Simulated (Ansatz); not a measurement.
# Bi: a nudged elastic band by PAW and LAPW

How high is the barrier in Bi when atoms 2 slide by one cell vector c? Run with PAW and LAPW; the cell is small, so the move is collective. Both runs start alike, so that frozen cores can be judged against all electrons.

All numbers below are computed with Ansatz 0.2.0 (DFT PBE, scalar-relativistic).

### Step 1. Starting point

The cell holds 2 atoms (Bi2): a = 4.689 Å, b = 4.689 Å, c = 3.359 Å, α = 106.21°, β = 106.21°, γ = 83.84°.

Structure file:

```
CELL_PARAMETERS angstrom
3.48860 -3.13258 0.00000
3.48860 3.13258 0.00000
-1.26023 0.00000 3.11355
ATOMIC_POSITIONS crystal
Bi 0.24694 0.24694 0.14262
Bi 0.75306 0.75306 0.85738
```

The cell is one relaxed in the Materials Project, used as it stands.

### Step 2. PAW with frozen cores

File input.yaml:

```yaml
crystal:
  lattice:
    - [3.488598, -3.132578, 0.0]
    - [3.488598, 3.132578, 0.0]
    - [-1.260235, 0.0, 3.11355]
  atoms:
    - { symbol: Bi, position: [0.246939, 0.246939, 0.142618] }
    - { symbol: Bi, position: [0.753061, 0.753061, 0.857382] }
kpoints:
  mp_grid: { grid: [5, 5, 7] }
scf:
  occupations: { method: fermi_dirac, width: 0.05 }
hamiltonian:
  xc: pbe
  pseudopotentials: { kind: paw }
output:
  forces: true
neb:
  images: 5
  f_tol: 0.05
  max_iterations: 40
  relax_end_points: true
  final_atoms:
    - { symbol: Bi, position: [0.246939, 0.246939, 0.142618] }
    - { symbol: Bi, position: [0.753061, 0.753061, 1.857382] }
```

Launch:

```sh
ansatz run input.yaml --threads 4 --pin off --max-ram 4096MiB --backend cpu --events-out ev --progress --plain --runs-dir out
```

What it wrote (excerpt; [...] marks lines left out):

```text
Warning: neb: disabling space-group detection — the band's intermediate images generally break the endpoint symmetry, so no spatial operation reduces the k-mesh or symmetrises the density, except that a semilocal band can use its path's symmetry ahead of convergence; time reversal is [...]
Warning: between the path's two end points as given, atom 1 moves 3.359 Å, but a periodic copy of its final position lies 0.000 Å from its initial position (atoms with a nearer copy: 1). The path is placed between the positions as given. If the final geometry was wrapped back into the [...]
Pseudopotentials: kind: paw
Pseudopotential: Bi, paw, valence charge 15, recommended cutoff 420 eV (normal)
Functional definition: PBE
[...]
parallel-image band execution: 4 concurrent image workers
NEB image 0
Crystal: 2 atoms, lattice volume = 68.052 Å³
Basis set: ecut = 420 eV, 1329 PW (Γ), exchange–correlation on 64×64×48 points (8 copies of the dense FFT grid, shifted against one another)
Bands: 19, of which v1, the nominal top of the filled ones, is band 15 counted from 1 (14 counted from 0)
Symmetry: 1 space group operations
k-points: 88 of 175 (time reversal used)
[...]
SCF iter   1: F=—  HF=-24793.033997 eV  |F-HF|=—  |Δ(HF+E_count)|=         —  Δρ=1.62e-3  dr2=2.74e-3  ethr=1.77e-3  ⟨swp⟩=6.4  Hψ=8165  notcnv=0
[...]
NSCF: frozen V_eff on 88 k-points
NEB image 6
[...]
NSCF: frozen V_eff on 88 k-points
NEB end point (image 0): max|allowed force component| = 7.275e-2 eV/Å (the criterion of neb.relax_end_points is 1.000e-2)
NEB end point (image 6): max|allowed force component| = 7.275e-2 eV/Å (the criterion of neb.relax_end_points is 1.000e-2)
NEB image 0, for its relaxation
[...]
NEB image 0, for its relaxation
[...]
NEB image 0, for its relaxation
[...]
NEB image 0, for its relaxation
[...]
NEB image 0, for its relaxation
[...]
NEB image 0, for its relaxation
[...]
NEB image 0
[...]
NSCF: frozen V_eff on 88 k-points
NEB end point (image 0): relaxed in 28 SCF iterations, 0.001488 eV lower, largest move of an atom 0.022 Å; tested for a saddle point, 0 escaped on the way
NEB image 6, for its relaxation
[...]
NEB image 6, for its relaxation
[...]
SCF iter   2: F=—  HF=-24793.033176 eV  |F-HF|=—  |Δ(HF+E_count)|=   3.36e-6  Δρ=3.13e-4  dr2=5.02e-5  ethr=3.71e-7  ⟨swp⟩=1.0  Hψ=1667  notcnv=0  defer=3
```

### Step 3. More of the same log: atoms 2 slide by one cell vector c

Output, continued (excerpt; [...] marks lines left out):

```text
SCF iter   3: F=—  HF=-24793.033155 eV  |F-HF|=—  |Δ(HF+E_count)|=   2.11e-5  Δρ=4.33e-5  dr2=2.46e-6  ethr=1.67e-7  ⟨swp⟩=2.1  Hψ=2989  notcnv=0  defer=3
[...]
NEB image 6, for its relaxation
[...]
NEB image 6, for its relaxation
[...]
NEB image 6, for its relaxation
[...]
NEB image 6, for its relaxation
[...]
NEB image 6
[...]
NSCF: frozen V_eff on 88 k-points
NEB end point (image 6): relaxed in 28 SCF iterations, 0.001488 eV lower, largest move of an atom 0.022 Å; tested for a saddle point, 0 escaped on the way
NEB image 1
Symmetry: 2 space group operations
k-points: 54 of 175 (time reversal used)
[...]
NEB image 2
[...]
NEB image 3
[...]
NEB image 4
[...]
NEB image 5
[...]
SCF iter   7: F=-24792.944946 eV  HF=-24792.944946 eV  |F-HF|=2.77e-8  |Δ(HF+E_count)|=   4.37e-7  Δρ=7.49e-6  dr2=3.59e-8  ethr=3.33e-10  ⟨swp⟩=4.0  Hψ=4933  notcnv=0
[...]
  climbing image's point = a first-order saddle point (lowest curvatures found: -2.43 and 1.00 eV/Å²)
  energies are F+E_penalty+E_count in eV, relative to image 0
  image     s (Å)  Δ vs image 0  max|band force component| (eV/Å)
      0    0.0000      0.000000                                 —
      1    0.3608      0.083963                          3.945e-3
  *   2    0.7217      0.170634                          1.445e-2
      3    1.1376      0.059583                          2.031e-2
      4    1.5534      0.012981                          7.931e-3
      5    1.9693      0.089969                          1.764e-2
      6    2.3851      0.000000                                 —
  saddle-point geometry (image 2):
  cell:  # Å, volume = 68.0517 Å³
    - [3.488598, -3.132578, 0.0]
    - [3.488598, 3.132578, 0.0]
    - [-1.260235, 0.0, 3.11355]
  atoms:
    - { symbol: Bi, position: [0.24754509835579952, 0.24754509882936104, 0.1626505877151746] }
    - { symbol: Bi, position: [0.7524549016442006, 0.7524549011706392, 1.170682745618159] }
```

Wall time 3.8 min (4 threads, shared host).

### Step 4. The band, image by image

Images 0 and 6 are the ends. Energies count from image 0; the path length is the program's own measure over all atoms.

| image | path (Å) | energy (eV) | Bi1 x y z (Å) | Bi2 x y z (Å) | band force (eV/Å) |
| --- | --- | --- | --- | --- | --- |
| 0 | 0.000 | 0.0000 | 1.52 0.00 0.45 | 4.19 0.00 2.66 | - |
| 1 | 0.361 | 0.0840 | 1.52 0.00 0.48 | 3.99 0.00 3.15 | 0.004 |
| 2* | 0.722 | 0.1706 | 1.52 0.00 0.51 | 3.77 0.00 3.64 | 0.014 |
| 3 | 1.138 | 0.0596 | 1.56 0.00 0.51 | 3.53 0.00 4.16 | 0.020 |
| 4 | 1.553 | 0.0130 | 1.57 0.00 0.50 | 3.30 0.00 4.69 | 0.008 |
| 5 | 1.969 | 0.0900 | 1.53 0.00 0.47 | 3.13 0.00 5.24 | 0.018 |
| 6 | 2.385 | 0.0000 | 1.52 0.00 0.45 | 2.93 0.00 5.77 | - |

The star marks the climbing image.

image, energy (eV) and a bar:
```
        0      0.000 
        1      0.084 ###############
        2      0.171 ##############################
        3      0.060 ##########
        4      0.013 ##
        5      0.090 ################
        6      0.000
```

How the highest energy settled:

| iteration | highest image above image 0 (eV) | largest band force (eV/Å) |
| --- | --- | --- |
| 1 | 0.1666 | 0.233 |
| 2 | 0.1710 | 0.075 |
| 3 | 0.1706 | 0.020 |
| 4 | 0.1706 | 0.020 |

Positions of all images (Å):

```xyz
2
Lattice="3.489 -3.133 0.000 3.489 3.133 0.000 -1.260 0.000 3.114" Properties=species:S:1:pos:R:3 pbc="T T T" image=0 dE=0.0000
Bi    1.523    0.000    0.453
Bi    4.194    0.000    2.661
2
Lattice="3.489 -3.133 0.000 3.489 3.133 0.000 -1.260 0.000 3.114" Properties=species:S:1:pos:R:3 pbc="T T T" image=1 dE=0.0840
Bi    1.519    0.000    0.478
Bi    3.988    0.000    3.154
2
Lattice="3.489 -3.133 0.000 3.489 3.133 0.000 -1.260 0.000 3.114" Properties=species:S:1:pos:R:3 pbc="T T T" image=2 dE=0.1706
Bi    1.522    0.000    0.506
Bi    3.775    0.000    3.645
2
Lattice="3.489 -3.133 0.000 3.489 3.133 0.000 -1.260 0.000 3.114" Properties=species:S:1:pos:R:3 pbc="T T T" image=3 dE=0.0596
Bi    1.556    0.000    0.506
Bi    3.531    0.000    4.164
2
Lattice="3.489 -3.133 0.000 3.489 3.133 0.000 -1.260 0.000 3.114" Properties=species:S:1:pos:R:3 pbc="T T T" image=4 dE=0.0130
Bi    1.575    0.000    0.499
Bi    3.302    0.000    4.690
2
Lattice="3.489 -3.133 0.000 3.489 3.133 0.000 -1.260 0.000 3.114" Properties=species:S:1:pos:R:3 pbc="T T T" image=5 dE=0.0900
Bi    1.533    0.000    0.472
Bi    3.134    0.000    5.237
2
Lattice="3.489 -3.133 0.000 3.489 3.133 0.000 -1.260 0.000 3.114" Properties=species:S:1:pos:R:3 pbc="T T T" image=6 dE=0.0000
Bi    1.523    0.000    0.453
Bi    2.934    0.000    5.774
```

### Step 5. Full-potential LAPW

Changes to input.yaml since step 2:

```diff
@@ -14,3 +14,3 @@
   xc: pbe
-  pseudopotentials: { kind: paw }
+  pseudopotentials: { kind: all_electron, lapw: { basis_error: 0.001 } }
 output:
```

Launch:

```sh
ansatz run input.yaml --threads 4 --pin off --max-ram 4096MiB --backend cpu --events-out ev --progress --plain --runs-dir out
```

What it wrote (excerpt; [...] marks lines left out):

```text
Warning: neb: disabling space-group detection — the band's intermediate images generally break the endpoint symmetry, so no spatial operation reduces the k-mesh or symmetrises the density, except that a semilocal band can use its path's symmetry ahead of convergence; time reversal is [...]
Warning: between the path's two end points as given, atom 1 moves 3.359 Å, but a periodic copy of its final position lies 0.000 Å from its initial position (atoms with a nearer copy: 1). The path is placed between the positions as given. If the final geometry was wrapped back into the [...]
LAPW: plane waves up to 7.341 Å⁻¹, error target 1.0e-3 eV per atom; small_component_spin mean_spin; Bi in spheres of 1.558 Å, 37 of its electrons in bands, Dirac shells []
[...]
Pseudopotentials: kind: all_electron
Pseudopotential: Bi, LAPW, valence charge 37, Koelling and Harmon's equation, gaussian nucleus
Functional definition: PBE
[...]
parallel-image band execution: 4 concurrent image workers
NEB image 0
Crystal: 2 atoms, lattice volume = 68.052 Å³
Basis set: ecut = 205.3221949291365 eV, 461 PW (Γ), exchange–correlation at level 2
Bands: 45, of which v1, the nominal top of the filled ones, is band 37 counted from 1 (36 counted from 0)
Symmetry: 1 space group operations
k-points: 88 of 175 (time reversal used)
[...]
SCF iter   1: F=—  HF=-1171411.887832 eV  |F-HF|=—  |Δ(HF+E_count)|=         —  Δρ=7.02e-3  dr2=2.72e-2  ethr=3.64e-5  ⟨swp⟩=3.0  Hψ=25007  notcnv=0
[...]
NSCF: frozen V_eff on 88 k-points
NEB image 6
[...]
NSCF: frozen V_eff on 88 k-points
NEB end point (image 0): max|allowed force component| = 7.249e-2 eV/Å (the criterion of neb.relax_end_points is 1.000e-2)
NEB end point (image 6): max|allowed force component| = 7.249e-2 eV/Å (the criterion of neb.relax_end_points is 1.000e-2)
NEB image 0, for its relaxation
[...]
NEB image 0, for its relaxation
[...]
NEB image 0, for its relaxation
[...]
NEB image 0, for its relaxation
[...]
NEB image 0, for its relaxation
[...]
NEB image 0, for its relaxation
[...]
NEB image 0
[...]
NSCF: frozen V_eff on 88 k-points
NEB end point (image 0): relaxed in 28 SCF iterations, 0.001481 eV lower, largest move of an atom 0.022 Å; tested for a saddle point, 0 escaped on the way
NEB image 6, for its relaxation
[...]
NEB image 6, for its relaxation
[...]
SCF iter   5: F=-1171411.888207 eV  HF=-1171411.888207 eV  |F-HF|=1.35e-8  |Δ(HF+E_count)|=   1.53e-7  Δρ=3.42e-6  dr2=1.89e-8  ethr=6.30e-10  ⟨swp⟩=2.0  Hψ=11549  notcnv=0
[...]
NEB image 6, for its relaxation
```

### Step 6. The log goes on: atoms 2 slide by one cell vector c, LAPW in place of PAW files

The log, continued (excerpt; [...] marks lines left out):

```text
SCF iter   1: F=—  HF=-1171411.888251 eV  |F-HF|=—  |Δ(HF+E_count)|=         —  Δρ=9.77e-5  dr2=9.99e-6  ethr=1.69e-7  ⟨swp⟩=3.0  Hψ=13046  notcnv=0
[...]
NEB image 6, for its relaxation
[...]
NEB image 6, for its relaxation
[...]
NEB image 6, for its relaxation
[...]
NEB image 6
[...]
NSCF: frozen V_eff on 88 k-points
NEB end point (image 6): relaxed in 28 SCF iterations, 0.001481 eV lower, largest move of an atom 0.022 Å; tested for a saddle point, 0 escaped on the way
NEB image 1
Symmetry: 2 space group operations
k-points: 54 of 175 (time reversal used)
[...]
NEB image 2
[...]
NEB image 3
[...]
NEB image 4
[...]
NEB image 5
[...]
SCF iter   7: F=-1171411.799996 eV  HF=-1171411.799996 eV  |F-HF|=4.66e-9  |Δ(HF+E_count)|=   1.09e-7  Δρ=2.52e-6  dr2=3.28e-9  ethr=9.12e-11  ⟨swp⟩=3.0  Hψ=7342  notcnv=0
[...]
  climbing image's point = a first-order saddle point (lowest curvatures found: -2.43 and 1.01 eV/Å²)
  energies are F+E_penalty+E_count in eV, relative to image 0
  image     s (Å)  Δ vs image 0  max|band force component| (eV/Å)
      0    0.0000      0.000000                                 —
      1    0.3609      0.084055                          3.966e-3
  *   2    0.7218      0.170794                          1.447e-2
      3    1.1377      0.059686                          2.042e-2
      4    1.5534      0.012952                          7.671e-3
      5    1.9693      0.089952                          1.761e-2
      6    2.3850      0.000000                                 —
  saddle-point geometry (image 2):
  cell:  # Å, volume = 68.0517 Å³
    - [3.488598, -3.132578, 0.0]
    - [3.488598, 3.132578, 0.0]
    - [-1.260235, 0.0, 3.11355]
  atoms:
    - { symbol: Bi, position: [0.24754557227253438, 0.24754556624841217, 0.16264733608195517] }
    - { symbol: Bi, position: [0.7524544277274657, 0.752454433751588, 1.1706859972513783] }
```

Run time: 28 min. Hardware: 4 threads, shared host.

### Step 7. Images and barrier

The 5 inner images lie between the fixed ends 0 and 6. Energy is taken from image 0, and the path length is the program's own coordinate along the band.

| image | path (Å) | energy (eV) | Bi1 x y z (Å) | Bi2 x y z (Å) | band force (eV/Å) |
| --- | --- | --- | --- | --- | --- |
| 0 | 0.000 | 0.0000 | 1.52 0.00 0.45 | 4.19 0.00 2.66 | - |
| 1 | 0.361 | 0.0841 | 1.52 0.00 0.48 | 3.99 0.00 3.15 | 0.004 |
| 2* | 0.722 | 0.1708 | 1.52 0.00 0.51 | 3.77 0.00 3.64 | 0.014 |
| 3 | 1.138 | 0.0597 | 1.56 0.00 0.51 | 3.53 0.00 4.16 | 0.020 |
| 4 | 1.553 | 0.0130 | 1.57 0.00 0.50 | 3.30 0.00 4.69 | 0.008 |
| 5 | 1.969 | 0.0900 | 1.53 0.00 0.47 | 3.13 0.00 5.24 | 0.018 |
| 6 | 2.385 | 0.0000 | 1.52 0.00 0.45 | 2.93 0.00 5.77 | - |

The star marks the climbing image.

image, energy (eV) and a bar:
```
        0      0.000 
        1      0.084 ###############
        2      0.171 ##############################
        3      0.060 ##########
        4      0.013 ##
        5      0.090 ################
        6      0.000
```

### Step 8. Summary of results

| quantity | value |
| --- | --- |
| PAW: barrier forwards | 0.17 eV |
| PAW: barrier backwards | 0.17 eV |
| PAW: second end relative to first | 0.000 eV |
| PAW: highest image | 2 of 0 to 6, climbing |
| PAW: band iterations | 4 |
| LAPW: barrier forwards | 0.17 eV |
| LAPW: barrier backwards | 0.17 eV |
| LAPW: second end relative to first | 0.000 eV |
| LAPW: highest image | 2 of 0 to 6, climbing |
| LAPW: band iterations | 4 |

What this shows: PAW: The top lies 0.17 eV above the first end, or 7 kT at room temperature. The two ends lie within 1 meV of each other. Image 4 sits in a dip between two rises: the path passes through another minimum, and each half would need a band of its own. The program found one negative curvature at the climbing image, so it is a first-order saddle. LAPW: Along this path the system climbs 0.17 eV from the first end (7 kT at 300 K). One curvature at the top is negative and the next is not: a first-order saddle point. The highest points differ by 0 meV between the methods. Since every periodic image moves, this is not the barrier of a lone defect. The price, with the outputs that each input asks for: 28 min for LAPW against 3.8 min for PAW, about 7 to one.
